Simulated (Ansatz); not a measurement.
Ag under changes of volume

One of the cells (17.048 Å³/atom); the others are scaled copies at fixed shape and fractional positions:

```xyz
1
Lattice="0.0000 2.0427 2.0427 2.0427 0.0000 2.0427 2.0427 2.0427 0.0000" Properties=species:S:1:pos:R:3 pbc="T T T"
Ag    0.0000    0.0000    0.0000
```

| Item | Value |
| --- | --- |
| Program | Ansatz 0.2.0 |
| Functional | exchange-only PBE |
| Potentials or basis | Ansatz PAW |
| Cutoff | 420 eV (not typed: the program's choice for these potentials) |
| k mesh | 11 × 11 × 11 |
| Occupations | fermi-dirac, width 0.05 eV |
| Spin | no spin polarisation |

```tsv
volume (Å³/atom)	energy over the lowest point (meV/atom)	pressure (GPa)
16.025	303.23	34.2
16.366	235.03	30.1
16.707	?	?
17.048	122.34	23.3
17.389	76.05	20.4
17.730	35.48	17.8
18.071	0.00	15.6
```

Task: What does the run at 16.707 Å³/atom give?

Result: Energy over the lowest point 175.04 meV/atom; pressure 26.5 GPa.

Worked out: A Birch-Murnaghan fit of order 3 (a polynomial in V^(-2/3)) to the other rows has no minimum within the range. It gives 175.05 meV/atom at 16.707 Å³/atom, against the run's 175.04, and -dE/dV = 26.4 GPa, against 26.5.

Energies are extrapolated to zero smearing.

Caveats: the PAW data sets come from PBE, with cores solved anew for the run's functional, which leaves a small shift of forces and pressure.
